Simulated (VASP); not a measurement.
# AlGa3N4 (Cmc2_1) in VASP: a series of runs, part 2 of 2

VASP 6.6.1. The steps go on from the part before.

## 4. Relaxation of cell and atoms, PBEsol

Contents of INCAR:

```
PREC = Accurate
ENCUT = 600
EDIFF = 1E-6
ISMEAR = 0
SIGMA = 0.03
LREAL = False
LASPH = True
NELM = 80
ALGO = Normal
ISIF = 3
LWAVE = False
LCHARG = False
GGA = PS
IBRION = 2
NSW = 90
EDIFFG = -0.01
KPAR = 4
```

Contents of KPOINTS:

```
regular mesh
0
Gamma
  6 6 6
```

Contents of POSCAR:

```
AlGa3N4
1.0
    0.0000000000      0.0000000000     -5.1324106400
    3.1593236200      5.4721090300      0.0000000000
    3.1593236200     -5.4721090300      0.0000000000
Al Ga N
2 6 8
Direct
    0.0000000000      0.1666666700      0.3333333300
    0.5000000000      0.3333333300      0.6666666700
    0.0000000000      0.1666666700      0.8333333300
    0.0000000000      0.6666666700      0.3333333300
    0.0000000000      0.6666666700      0.8333333300
    0.5000000000      0.3333333300      0.1666666700
    0.5000000000      0.8333333300      0.6666666700
    0.5000000000      0.8333333300      0.1666666700
    0.6250000000      0.1666666700      0.3333333300
    0.6250000000      0.1666666700      0.8333333300
    0.6250000000      0.6666666700      0.3333333300
    0.6250000000      0.6666666700      0.8333333300
    0.1250000000      0.3333333300      0.6666666700
    0.1250000000      0.3333333300      0.1666666700
    0.1250000000      0.8333333300      0.6666666700
    0.1250000000      0.8333333300      0.1666666700
```

Potentials or basis: VASP PAW PBE potentials, release 64 (Al, Ga_d, N).

Launch:

```bash
$ cat potpaw_PBE.64/Al/POTCAR potpaw_PBE.64/Ga_d/POTCAR potpaw_PBE.64/N/POTCAR > POTCAR
$ mpirun -np 4 vasp_std > vasp.out
```

OUTCAR:

```text
PREC = Accurate
   ENCUT = 600
   EDIFF = 1E-6
   ISMEAR = 0
   LREAL = False
   LASPH = True
   NELM = 80
   ISIF = 3
   GGA = PS
   IBRION = 2
   NSW = 90
   EDIFFG = -0.01

 ion  position               nearest neighbor table
   1  0.000  0.167  0.333-   9 1.92  14 1.93  13 1.93  16 1.93   2 3.15   2 3.15
   2  0.500  0.333  0.667-  13 1.92  10 1.93  12 1.93   9 1.93   1 3.15   1 3.15
   3  0.000  0.167  0.833-  10 1.92  13 1.93  14 1.93  15 1.93
   4  0.000  0.667  0.333-  11 1.92  16 1.93  15 1.93  14 1.93
   5  0.000  0.667  0.833-  12 1.92  15 1.93  13 1.93  16 1.93
   6  0.500  0.333  0.167-  14 1.92   9 1.93  11 1.93  10 1.93
   7  0.500  0.833  0.667-  15 1.92  12 1.93  10 1.93  11 1.93
   8  0.500  0.833  0.167-  16 1.92  11 1.93  12 1.93   9 1.93
   9  0.625  0.167  0.333-   1 1.92   6 1.93   2 1.93   8 1.93
  10  0.625  0.167  0.833-   3 1.92   2 1.93   6 1.93   7 1.93
  11  0.625  0.667  0.333-   4 1.92   8 1.93   7 1.93   6 1.93
[... 485 lines left out ...]

 E-fermi :   5.6106     XC(G=0): -11.7433

 val. band max:        5.4175929662   @ k =   0.0000   0.0000   0.0000
 cond. band min:       7.8422848535   @ k =   0.0000   0.0000   0.0000
 fundamental gap:      2.4246918872
 Fermi energy:         5.6106207254

 k-point     1 :       0.0000    0.0000    0.0000
  band No.  band energies     occupation
      1     -10.3894      2.00000
      2      -9.4436      2.00000
      3      -9.4296      2.00000
      4      -9.3296      2.00000
      5      -9.2360      2.00000
      6      -9.0778      2.00000
[... 1837 lines left out ...]
     73      13.2731      0.00000
     74      13.4909      0.00000

 [... further k-points ...]

------------------------ aborting loop because EDIFF is reached ----------------------------------------

  FORCE on cell =-STRESS in cart. coord.  units (eV):
  Direction    XX          YY          ZZ          XY          YZ          ZX
  --------------------------------------------------------------------------------------
  -------------------------------------------------------------------------------------
  Total       -0.1072885     -0.1137351     -0.0653412     -0.0055830      0.0000000      0.0000000
  in kB       -0.9654304     -1.0234403     -0.5879701     -0.0502380      0.0000000      0.0000000
  external PRESSURE =      -0.8589469 kB  Pullay stress =       0.0000000 kB
[... 31 lines left out ...]
  FREE ENERGIE OF THE ION-ELECTRON SYSTEM (eV)
  ---------------------------------------------------
  free  energy   TOTEN  =      -110.0763898346 eV

  energy  without entropy=     -110.0763898346  energy(sigma->0) =     -110.07638983

 reached required accuracy - stopping structural energy minimisation
```

It took 20 min on 4 MPI ranks of Intel Xeon 6975P-C (Granite Rapids), shared host; peak memory 0.74 GiB.

Results:

| Quantity | Value |
| --- | --- |
| Free energy | -110.0764 eV |
| Relaxed volume | 11.13 Å³/atom |
| Relaxed cell | a = 5.139 Å, b = 6.326 Å, c = 6.324 Å, α = 120.01°, β = 90.00°, γ = 90.00° |
| Space group after relaxing (to 0.05 Å) | Cmc2_1 (No. 36) |
| Energy gained by relaxing | 8.4 meV/atom |
| Ionic steps | 11 |
| Pressure after relaxing | -0.1 GPa |
| Largest force after relaxing | 0.007 eV/Å |
| Band gap on the k mesh | 2.42 eV, direct |

Forces on the atoms (eV/Å):
```
Al   0.002 -0.001 -0.001
Al  -0.002  0.001 -0.001
Ga  -0.002  0.004 -0.002
Ga   0.000  0.000  0.006
Ga  -0.005  0.000 -0.002
Ga   0.002 -0.004 -0.002
Ga   0.000  0.000  0.006
Ga   0.005  0.000 -0.002
N    0.002 -0.001 -0.002
N   -0.005 -0.005  0.000
N    0.006 -0.003 -0.001
N    0.001  0.007  0.000
N   -0.002  0.001 -0.002
N    0.005  0.005  0.000
N   -0.006  0.003 -0.001
N   -0.001 -0.007  0.000
```

The path:
```tsv
step	energy change (eV)	largest force (eV/Å)	pressure (GPa)	volume (Å³)
1	0.0000	0.9255	0.82	177.46
2	-0.1178	0.2998	-0.93	178.92
3	-0.1201	0.2447	-0.76	178.75
4	-0.1327	0.0894	0.46	177.59
5	-0.1335	0.0741	0.20	177.81
6	-0.1344	0.0446	-0.10	178.08
7	-0.1345	0.0362	-0.01	178.04
8	-0.1345	0.0376	-0.06	178.05
9	-0.1346	0.0163	0.02	177.99
10	-0.1346	0.0151	0.06	177.97
11	-0.1347	0.0069	-0.09	178.05
```

Final structure:
```
Al Ga N
1.0
     0.00000    0.00000   -5.13906
     3.16324    5.47889    0.00000
     3.16111   -5.47766    0.00000
Al Ga N
2 6 8
Direct
  0.00157 0.16744 0.33489
  0.50157 0.33256 0.66511
  0.00097 0.16799 0.83279
  0.00136 0.66634 0.33268
  0.00097 0.66480 0.83279
  0.50097 0.33201 0.16721
  0.50136 0.83366 0.66732
  0.50097 0.83520 0.16721
  0.63116 0.17015 0.34030
  0.62062 0.17058 0.83032
  0.62273 0.66638 0.33275
  0.62062 0.65974 0.83032
  0.13117 0.32985 0.65970
  0.12062 0.32942 0.16968
  0.12273 0.83362 0.66725
  0.12062 0.84026 0.16968
```

Caveat: the PAW data sets were made with another functional, which shifts forces and pressure a little. A hybrid or GW would open this gap; PBEsol tends to underestimate it.

## 5. Relaxation of cell and atoms, PBEsol

This run uses another cell than the first one, of 11.13 Å³/atom, 1.003 times its volume.

Changes to INCAR since step 4:

```diff
@@ -2,3 +2,3 @@
 ENCUT = 600
-EDIFF = 1E-6
+EDIFF = 1E-7
 ISMEAR = 0
@@ -15,3 +15,3 @@
 NSW = 90
-EDIFFG = -0.01
+EDIFFG = -0.005
 KPAR = 4
```

KPOINTS is that of step 4.

Contents of POSCAR:

```
AlGa3N4                                 
1.0
    0.0000000000     -0.0000000000     -5.1390557582
    3.1632373368      5.4788877863      0.0000000000
    3.1611099000     -5.4776595101     -0.0000000000
  Al              Ga              N             
     2     6     8
Direct
     0.0015683682637484    0.1674436615429562    0.3348873130859185
     0.5015683682637483    0.3325563384570438    0.6651126869140814
     0.0009735589699356    0.1679858675674994    0.8327867880351685
     0.0013583663292989    0.6663378411446153    0.3326756722892368
     0.0009735589699356    0.6648009304676625    0.8327867880351681
     0.5009735589699357    0.3320141324325007    0.1672132119648315
     0.5013583663292990    0.8336621588553847    0.6673243277107632
     0.5009735589699357    0.8351990695323375    0.1672132119648317
     0.6311649826233174    0.1701501100153252    0.3403002100306566
     0.6206159583539244    0.1705814553949221    0.8303223199798327
     0.6227292481359157    0.6663754506424032    0.3327508912848127
     0.6206159583539244    0.6597408745849043    0.8303223199798327
     0.1311649826233176    0.3298498899846750    0.6596997899693434
     0.1206159583539242    0.3294185446050778    0.1696776800201674
     0.1227292481359157    0.8336245493575968    0.6672491087151871
     0.1206159583539242    0.8402591254150957    0.1696776800201673
```

Launch:

```bash
$ cat potpaw_PBE.64/Al/POTCAR potpaw_PBE.64/Ga_d/POTCAR potpaw_PBE.64/N/POTCAR > POTCAR
$ mpirun -np 4 vasp_std > vasp.out
```

Wall time 16 min (4 MPI ranks of Intel Xeon 6975P-C (Granite Rapids), shared host); peak memory 0.78 GiB.

It converged, with:

```
Free energy                            : -110.0773 eV
Relaxed volume                         : 11.13 Å³/atom
Relaxed cell                           : a = 5.139 Å, b = 6.326 Å, c = 6.324 Å, α = 120.01°, β = 90.00°, γ = 90.00°
Space group after relaxing (to 0.05 Å) : Cmc2_1 (No. 36)
Energy gained by relaxing              : 0.0 meV/atom
Ionic steps                            : 7
Pressure after relaxing                : 0.0 GPa
Band gap on the k mesh                 : 2.42 eV, direct
```

Forces on the atoms (eV/Å):
```
Al  -0.001  0.001 -0.001
Al   0.001 -0.001 -0.001
Ga  -0.001  0.001  0.000
Ga   0.000  0.000  0.002
Ga  -0.001  0.000  0.000
Ga   0.001 -0.001  0.000
Ga   0.000  0.000  0.002
Ga   0.001  0.000  0.000
N    0.001 -0.001 -0.001
N    0.000 -0.001  0.000
N    0.001 -0.001  0.001
N    0.001  0.000  0.000
N   -0.001  0.001 -0.001
N    0.000  0.001  0.000
N   -0.001  0.001  0.001
N   -0.001  0.000  0.000
```

Final structure:
```
Al Ga N
1.0
     0.00000    0.00000   -5.13936
     3.16291    5.47832    0.00000
     3.16099   -5.47721    0.00000
Al Ga N
2 6 8
Direct
  0.00158 0.16745 0.33489
  0.50158 0.33255 0.66511
  0.00098 0.16798 0.83275
  0.00127 0.66634 0.33268
  0.00098 0.66477 0.83275
  0.50098 0.33202 0.16725
  0.50127 0.83366 0.66732
  0.50098 0.83523 0.16725
  0.63120 0.17017 0.34033
  0.62062 0.17053 0.83031
  0.62273 0.66641 0.33282
  0.62062 0.65978 0.83031
  0.13120 0.32983 0.65967
  0.12062 0.32947 0.16969
  0.12273 0.83359 0.66718
  0.12062 0.84022 0.16969
```

Levels at points of the mesh, in eV from the valence-band top:
| k point | band 59 | band 60 | band 61 | band 62 | band 63 | band 64 | band 65 | band 66 |
| --- | --- | --- | --- | --- | --- | --- | --- | --- |
| (0.00, 0.00, 0.00) | -0.82 | -0.06 | -0.03 | 0.00 | 2.42 | 4.64 | 4.93 | 5.05 |
| (0.50, 0.00, 0.00) | -0.51 | -0.51 | -0.50 | -0.50 | 4.43 | 4.43 | 4.45 | 4.45 |
| (0.00, 0.50, 0.00) | -0.74 | -0.60 | -0.57 | -0.32 | 4.60 | 4.73 | 5.60 | 5.64 |
| (0.50, 0.50, 0.00) | -1.31 | -1.31 | -1.10 | -1.10 | 5.39 | 5.39 | 5.52 | 5.52 |
| (0.00, 0.00, 0.50) | -0.70 | -0.61 | -0.53 | -0.39 | 4.65 | 4.67 | 5.62 | 5.66 |
| (0.50, 0.00, 0.50) | -1.32 | -1.32 | -1.09 | -1.09 | 5.39 | 5.39 | 5.55 | 5.55 |

Caveat: the PAW data sets were made with another functional, which shifts forces and pressure a little.
